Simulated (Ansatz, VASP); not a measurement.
# Two plane-wave programs on Mg

```
CELL_PARAMETERS angstrom
3.21006 0.00000 0.00000
-1.60503 2.78000 0.00000
0.00000 0.00000 5.13793
ATOMIC_POSITIONS crystal
Mg 0.33333 0.66667 0.25000
Mg 0.66667 0.33333 0.75000
```

Alike in both runs: task single point; functional PBE; k mesh 12 × 12 × 7; occupations gaussian, width 0.1 eV; no spin polarisation.

```csv
,VASP,Ansatz
version,VASP 6.6.1,Ansatz 0.2.0
potentials or method,"VASP PAW PBE potentials, release 64 (Mg)","scalar-relativistic, plane waves, PAW"
plane-wave cutoff (eV),520,420
valence electrons in the cell,4,20
```

```tsv
	VASP	Ansatz	Ansatz less VASP
gap on the k mesh at the Fermi level (eV)	none	none	-
pressure (GPa)	-0.1	0.0	+0.13
largest component of the traceless stress (GPa)	0.10	0.10	-0.001
```

A gap of «none» marks a metal or a gap that the smearing closes. The two sets of potentials don't hold the same shells in valence.
